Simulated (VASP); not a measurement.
# NiGe (Pnma) in VASP: further runs

One crystal, NiGe, is run at these levels: PBE; tasks: relaxation of cell and atoms.

Everything below comes from runs of VASP 6.6.1. Logs are shortened: lines on timing, memory, paths and dates and some standing lists are left out, and cuts for length are marked.

## Step 1: The structure

It takes space group Pnma (No. 62, orthorhombic). The conventional cell has a = 5.381 Å, b = 3.428 Å, c = 5.811 Å, α = 90.00°, β = 90.00°, γ = 90.00°. Ni (site symmetry m) is surrounded by 6 Ge at 2.33 to 2.49 Å. Ge (site symmetry m) has 6 Ni at 2.33 to 2.49 Å as nearest neighbours.

## Step 2: Relaxation of cell and atoms, PBE

The input, INCAR:

```
SYSTEM = NiGe
PREC = Accurate
ENCUT = 300
EDIFF = 1E-6
ISMEAR = 1
SIGMA = 0.1
LREAL = .False.
LASPH = .True.
NELM = 80
ALGO = Normal
ISIF = 3
LWAVE = .False.
LCHARG = .False.
GGA = PE
IBRION = 2
NSW = 90
EDIFFG = -0.01
KPAR = 4
```

The input, KPOINTS:

```
Automatic mesh
0
Gamma
  4 6 4
  0 0 0
```

The input, POSCAR:

```
NiGe
1.0
    5.3810000000      0.0000000000      0.0000000000
    0.0000000000      3.4280000000      0.0000000000
    0.0000000000      0.0000000000      5.8110000000
Ni Ge
4 4
Direct
    0.9950000000      0.7500000000      0.1900000000
    0.0050000000      0.2500000000      0.8100000000
    0.5050000000      0.2500000000      0.6900000000
    0.4950000000      0.7500000000      0.3100000000
    0.8120000000      0.7500000000      0.5830000000
    0.1880000000      0.2500000000      0.4170000000
    0.6880000000      0.2500000000      0.0830000000
    0.3120000000      0.7500000000      0.9170000000
```

Potentials or basis: VASP PAW PBE potentials, release 64 (Ni, Ge).

Started as:

```
> cat potpaw_PBE.64/Ni/POTCAR potpaw_PBE.64/Ge/POTCAR > POTCAR
> mpirun -np 4 vasp_std > vasp.out
```

OUTCAR:

```text
SYSTEM = NiGe
   PREC = Accurate
   ENCUT = 300
   EDIFF = 1E-6
   ISMEAR = 1
   LREAL = .False.
   LASPH = .True.
   NELM = 80
   ISIF = 3
   GGA = PE
   IBRION = 2
   NSW = 90
   EDIFFG = -0.01

 ion  position               nearest neighbor table
   1  0.995  0.750  0.190-   8 2.33   6 2.40   6 2.40   7 2.46   7 2.46   5 2.49   4 2.78   4 2.78
                             2 2.80   2 2.80
   2  0.005  0.250  0.810-   7 2.33   5 2.40   5 2.40   8 2.46   8 2.46   6 2.49   3 2.78   3 2.78
                             1 2.80   1 2.80
   3  0.505  0.250  0.690-   6 2.33   8 2.40   8 2.40   5 2.46   5 2.46   7 2.49   2 2.78   2 2.78
                             4 2.80   4 2.80
   4  0.495  0.750  0.310-   5 2.33   7 2.40   7 2.40   6 2.46   6 2.46   8 2.49   1 2.78   1 2.78
                             3 2.80   3 2.80
   5  0.812  0.750  0.583-   4 2.33   2 2.40   2 2.40   3 2.46   3 2.46   1 2.49   6 2.82   6 2.82

   6  0.188  0.250  0.417-   3 2.33   1 2.40   1 2.40   4 2.46   4 2.46   2 2.49   5 2.82   5 2.82

   7  0.688  0.250  0.083-   2 2.33   4 2.40   4 2.40   1 2.46   1 2.46   3 2.49   8 2.82   8 2.82

   8  0.312  0.750  0.917-   1 2.33   3 2.40   3 2.40   2 2.46   2 2.46   4 2.49   7 2.82   7 2.82

  LATTYP: Found a simple orthorhombic cell.
 ALAT       =     3.4280000000
 B/A-ratio  =     1.5697199533
 C/A-ratio  =     1.6951575263

  Lattice vectors:

 A1 = (   0.0000000000,  -3.4280000000,   0.0000000000)
 A2 = (   5.3810000000,   0.0000000000,   0.0000000000)
 A3 = (   0.0000000000,   0.0000000000,   5.8110000000)

Analysis of symmetry for initial positions (statically):
=====================================================================
 Subroutine PRICEL returns:
 Original cell was already a primitive cell.

 Routine SETGRP: Setting up the symmetry group for a
 simple orthorhombic supercell.

 Subroutine GETGRP returns: Found  8 space group operations
 (whereof  2 operations were pure point group operations)
 out of a pool of  8 trial point group operations.

The static configuration has the point symmetry S_2 .
 The point group associated with its full space group is D_2h.

Analysis of symmetry for dynamics (positions and initial velocities):
=====================================================================
 Subroutine PRICEL returns:
 Original cell was already a primitive cell.

 Routine SETGRP: Setting up the symmetry group for a
 simple orthorhombic supercell.

 Subroutine GETGRP returns: Found  8 space group operations
 (whereof  2 operations were pure point group operations)
 out of a pool of  8 trial point group operations.

The dynamic configuration has the point symmetry S_2 .
 The point group associated with its full space group is D_2h.

 Subroutine INISYM returns: Found  8 space group operations
 (whereof  2 operations are pure point group operations),
 and found     1 'primitive' translations

----------------------------------------------------------------------------------------

                                     Primitive cell

  volume of cell :     107.1901

  direct lattice vectors                    reciprocal lattice vectors
     5.381000000  0.000000000  0.000000000     0.185839063  0.000000000  0.000000000
     0.000000000  3.428000000  0.000000000     0.000000000  0.291715286  0.000000000
     0.000000000  0.000000000  5.811000000     0.000000000  0.000000000  0.172087420

  length of vectors
     5.381000000  3.428000000  5.811000000     0.185839063  0.291715286  0.172087420

  position of ions in fractional coordinates (direct lattice)
     0.995000000  0.750000000  0.190000000
     0.005000000  0.250000000  0.810000000
     0.505000000  0.250000000  0.690000000
     0.495000000  0.750000000  0.310000000
     0.812000000  0.750000000  0.583000000
     0.188000000  0.250000000  0.417000000
     0.688000000  0.250000000  0.083000000
     0.312000000  0.750000000  0.917000000

  ion indices of the primitive-cell ions
   primitive index   ion index
                 1           1
                 2           2
                 3           3
                 4           4
                 5           5
                 6           6
                 7           7
                 8           8

----------------------------------------------------------------------------------------

 KPOINTS: Automatic mesh

Automatic generation of k-mesh.
 Grid dimensions read from file:
 generate k-points for:    4    6    4

 Generating k-lattice:

  Cartesian coordinates                     Fractional coordinates (reciprocal lattice)
     0.046459766  0.000000000  0.000000000     0.250000000  0.000000000  0.000000000
     0.000000000  0.048619214  0.000000000     0.000000000  0.166666667  0.000000000
     0.000000000  0.000000000  0.043021855     0.000000000  0.000000000  0.250000000

  Length of vectors
     0.046459766  0.048619214  0.043021855

  Shift w.r.t. Gamma in fractional coordinates (k-lattice)
     0.000000000  0.000000000  0.000000000

 Subroutine IBZKPT returns following result:
 ===========================================

 Found     36 irreducible k-points:

 Following reciprocal coordinates:
            Coordinates               Weight
  0.000000  0.000000  0.000000      1.000000
  0.250000  0.000000  0.000000      2.000000
  0.500000  0.000000  0.000000      1.000000
  0.000000  0.166667  0.000000      2.000000
  0.250000  0.166667  0.000000      4.000000
  0.500000  0.166667  0.000000      2.000000
[... 16 lines left out ...]
  0.250000  0.500000  0.250000      4.000000
  0.500000  0.500000  0.250000      2.000000
 [... further k-points ...]
   k-points           NKPTS =     36   k-points in BZ     NKDIM =     36   number of bands    NBANDS=     33
   number of dos      NEDOS =    301   number of ions     NIONS =      8
   total plane-waves  NPLWV =  21600
   dimension x,y,z NGX =    30 NGY =   20 NGZ =   36
   dimension x,y,z NGXF=    60 NGYF=   40 NGZF=   72
   ions per type =               4   4
   NGX,Y,Z   is equivalent  to a cutoff of   9.27,  9.70, 10.30 a.u.
   NGXF,Y,Z  is equivalent  to a cutoff of  18.54, 19.40, 20.60 a.u.
 SYSTEM =  NiGe
   PREC   = accura    normal or accurate (medium, high low for compatibility)
   ISTART =      0    job   : 0-new  1-cont  2-samecut
   ICHARG =      2    charge: 1-file 2-atom 10-const
   ISPIN  =      1    spin polarized calculation?
   LNONCOLLINEAR =      F non collinear calculations
   LSORBIT =      F    spin-orbit coupling
   LASPH  =      T    aspherical Exc in radial PAW
   ENCUT  =  300.0 eV  22.05 Ry    4.70 a.u.   7.60  4.84  8.21*2*pi/ulx,y,z
   NELM   =     80;   NELMIN=  2; NELMDL= -5     # of ELM steps
   EDIFF  = 0.1E-05   stopping-criterion for ELM
   LREAL  =      F    real-space projection
   EDIFFG = -.1E-01   stopping-criterion for IOM
   NSW    =     90    number of steps for IOM
   IBRION =      2    ionic relax: 0-MD 1-quasi-New 2-CG
   NFREE  =      1    steps in history (QN), initial steepest desc. (CG)
   ISIF   =      3    stress and relaxation
   ISYM   =      2    0-nonsym 1-usesym 2-fastsym
   POTIM  = 0.5000    time-step for ionic-motion
   TEBEG  =    0.0;   TEEND  =   0.0 temperature during run
   PSTRESS=    0.0 pullay stress
   NELECT =      56.0000    total number of electrons
   NUPDOWN=      -1.0000    fix difference up-down
   EMIN   =  10.00;   EMAX   =-10.00  energy-range for DOS
   EFERMI =   0.00;   METHOD = LEGACY
   ISMEAR =     1;   SIGMA  =   0.10  broadening in eV -4-tet -1-fermi 0-gaus
   EFERMI_NEDOS =   21; number of points for ismear=-14 and -15
   IALGO  =     38    algorithm
   IMIX   =      4    mixing-type and parameters
     AMIX     =   0.40;   BMIX     =  1.00
     AMIX_MAG =   1.60;   BMIX_MAG =  1.00
  volume/ion in A,a.u.               =      13.40        90.42
  Fermi-wavevector in a.u.,A,eV,Ry     =   1.318518  2.491637 23.653576  1.738489
  Thomas-Fermi vector in A             =   2.448482
   LORBIT       =      0    0 simple, 1 ext, 2 COOP (PROOUT), +10 PAW based schemes
   GGA     = PE    functional components
   LHFCALC =     F    Hartree Fock is set to
   AEXX    =    0.0000 exact exchange contribution
   IVDW    =     0    specifies the selected vdW correction
   LEPSILON=     F    determine dielectric tensor
   LRPA    =     F    only Hartree local field effects (RPA)
 conjugate gradient relaxation of ions
 non-spin polarized calculation
 Methfessel and Paxton  Order N= 1 SIGMA  =   0.10
  energy-cutoff  :      300.00
  volume of cell :      107.19
 maximum number of plane-waves:      1280
   NGX = 15   NGY =  9   NGZ = 17

--------------------------------------- Ionic step        1  -------------------------------------------

 number of electron      56.0000073 magnetization

 Free energy of the ion-electron system (eV)
  ---------------------------------------------------
  ext. energy  EPLUGINS =         0.00000000
  ---------------------------------------------------
  free energy    TOTEN  =       -42.39078026 eV

  energy without entropy =      -42.39202365  energy(sigma->0) =      -42.39119473

------------------------ aborting loop because EDIFF is reached ----------------------------------------

  FORCE on cell =-STRESS in cart. coord.  units (eV):
  Direction    XX          YY          ZZ          XY          YZ          ZX
  --------------------------------------------------------------------------------------
  -------------------------------------------------------------------------------------
  Total        3.3810095      1.8460313      3.0303770     -0.0000000      0.0000000      0.0000000
  in kB       50.5361657     27.5927482     45.2952391     -0.0000000      0.0000000      0.0000000
  external PRESSURE =      41.1413843 kB  Pullay stress =       0.0000000 kB
[... 321 lines left out ...]
  energy  without entropy=      -42.4397284237  energy(sigma->0) =      -42.43745707

--------------------------------------- Ionic step        9  -------------------------------------------

 number of electron      56.0000112 magnetization

 Free energy of the ion-electron system (eV)
  ---------------------------------------------------
  ext. energy  EPLUGINS =         0.00000000
  ---------------------------------------------------
  free energy    TOTEN  =       -42.43633844 eV

  energy without entropy =      -42.43972987  energy(sigma->0) =      -42.43746892

 E-fermi :   7.6819     XC(G=0): -11.7419

 val. band max:        7.5602021109   @ k =   0.0000   0.3333   0.0000
 cond. band min:       7.7418637627   @ k =   0.0000   0.0000   0.2500
 fundamental gap:      0.1816616519
 Fermi energy:         7.6818961755

 k-point     1 :       0.0000    0.0000    0.0000
  band No.  band energies     occupation
      1      -5.1653      2.00000
      2      -2.1224      2.00000
      3      -0.9509      2.00000
      4      -0.8872      2.00000
      5       1.3843      2.00000
      6       1.9424      2.00000
[... 853 lines left out ...]
     32       8.6389     -0.00000
     33      11.4983      0.00000

 [... further k-points ...]

------------------------ aborting loop because EDIFF is reached ----------------------------------------

  FORCE on cell =-STRESS in cart. coord.  units (eV):
  Direction    XX          YY          ZZ          XY          YZ          ZX
  --------------------------------------------------------------------------------------
  -------------------------------------------------------------------------------------
  Total        0.0599574      0.0445891      0.0750071      0.0000000      0.0000000      0.0000000
  in kB        0.8737569      0.6497954      1.0930766      0.0000000      0.0000000      0.0000000
  external PRESSURE =       0.8722096 kB  Pullay stress =       0.0000000 kB
[... 23 lines left out ...]
  FREE ENERGIE OF THE ION-ELECTRON SYSTEM (eV)
  ---------------------------------------------------
  free  energy   TOTEN  =       -42.4363384393 eV

  energy  without entropy=      -42.4397298709  energy(sigma->0) =      -42.43746892

 reached required accuracy - stopping structural energy minimisation
```

Wall time 99 s (4 MPI ranks of AMD EPYC 7R13 (Zen 3), shared host); peak memory 0.17 GiB.

These settings aren't checked as converged: the numbers below hold their error.

What came out:

```
Free energy                            : -42.4363 eV
Relaxed volume                         : 13.74 Å³/atom
Relaxed cell                           : a = 5.464 Å, b = 3.427 Å, c = 5.872 Å, α = 90.00°, β = 90.00°, γ = 90.00°
Space group after relaxing (to 0.05 Å) : Pnma (No. 62)
Energy gained by relaxing              : 5.7 meV/atom
Ionic steps                            : 9
Largest force after relaxing           : 0.004 eV/Å
Band gap on the k mesh                 : none (metal or under the smearing width)
```

Caveat: the cutoff is under 1.25 times the usual one of these potentials, so pressure, stress and relaxed cells hold a basis-set (Pulay) error.

## Step 3: Relaxation of cell and atoms, PBE

This run uses another cell than the first one, of 13.74 Å³/atom, 1.026 times its volume.

INCAR, as its differences from that of step 2:

```diff
@@ -3,3 +3,3 @@
 ENCUT = 300
-EDIFF = 1E-6
+EDIFF = 1E-7
 ISMEAR = 1
@@ -16,3 +16,3 @@
 NSW = 90
-EDIFFG = -0.01
+EDIFFG = -0.005
 KPAR = 4
```

KPOINTS is that of step 2.

The input, POSCAR:

```
NiGe                                    
1.0
    5.4637849293      0.0000000000      0.0000000000
    0.0000000000      3.4266627163      0.0000000000
    0.0000000000      0.0000000000      5.8721571561
  Ni              Ge            
     4     4
Direct
     0.9947962659244559    0.7500000000000000    0.1893893595953195
     0.0052037340755441    0.2500000000000000    0.8106106404046804
     0.5052037340755441    0.2500000000000000    0.6893893595953196
     0.4947962659244559    0.7500000000000000    0.3106106404046804
     0.8102840252523822    0.7500000000000000    0.5846533887357155
     0.1897159747476177    0.2500000000000000    0.4153466112642845
     0.6897159747476178    0.2500000000000000    0.0846533887357155
     0.3102840252523822    0.7500000000000000    0.9153466112642845
```

Potentials or basis: VASP PAW PBE potentials, release 64 (Ni, Ge).

Started as:

```
> cat potpaw_PBE.64/Ni/POTCAR potpaw_PBE.64/Ge/POTCAR > POTCAR
> mpirun -np 4 vasp_std > vasp.out
```

Wall time 69 s (4 MPI ranks of AMD EPYC 7R13 (Zen 3), shared host); peak memory 0.17 GiB.

The run converged, but some of its settings lie outside the range that counts as converged, so its numbers aren't taken as properties of the crystal.

What came out:

```yaml
Free_energy: -42.4388 eV
Relaxed_volume: 13.76 Å³/atom
Relaxed_cell: a = 5.467 Å, b = 3.426 Å, c = 5.877 Å, α = 90.00°, β = 90.00°, γ = 90.00°
Space_group_after_relaxing_to_0.05_Å: Pnma (No. 62)
Energy_gained_by_relaxing: 0.0 meV/atom
Ionic_steps: 6
Largest_force_after_relaxing: 0.005 eV/Å
Band_gap_on_the_k_mesh: none (metal or under the smearing width)
```

Caveat: the cutoff is under 1.25 times the usual one of these potentials, so pressure, stress and relaxed cells hold a basis-set (Pulay) error.
